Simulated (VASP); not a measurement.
A run of VASP 6.6.1 is set up as follows.

INCAR

```
PREC = Accurate ; ENCUT = 520
EDIFF = 1E-8 ; ISMEAR = 0
SIGMA = 0.1 ; LREAL = False
LASPH = True ; NELM = 100
ALGO = Normal ; ISIF = 3
LWAVE = False ; LCHARG = False
GGA = PE ; IBRION = 6
NFREE = 2 ; POTIM = 0.015
NSW = 1 ; KPAR = 4
```

File KPOINTS:

```
regular mesh
0
Gamma
  18 18 18
```

POSCAR

```
Si2W                                    
1.0
   -1.6128248217      1.6128248217      3.9298918958
    1.6128248217     -1.6128248217      3.9298918958
    1.6128248217      1.6128248217     -3.9298918958
  Si              W             
     2     1
Direct
     0.3345833805769729    0.3345833805769729    0.0000000000000000
     0.6654166194230271    0.6654166194230271    0.0000000000000000
     0.0000000000000000    0.0000000000000000    0.0000000000000000
```

Potentials or basis: VASP PAW PBE potentials, release 64 (Si, W).

Run with:

```console
$ cat potpaw_PBE.64/Si/POTCAR potpaw_PBE.64/W/POTCAR > POTCAR
$ mpirun -np 4 vasp_std > vasp.out
```

Task: Predict the Voigt bulk modulus.

Result: 225 GPa.

Task: Predict the highest phonon frequency at Γ.

Result: 443 cm⁻¹.

Phonon frequencies in cm⁻¹ (negative: imaginary):
```
              q point                    frequencies
(0.000, 0.000, 0.000)  0 0 0 255 255 299 332 332 443
```

Caveat: elastic constants of metals need much finer meshes, so these are rough. Spin-orbit coupling is left out, which matters for the levels of W.
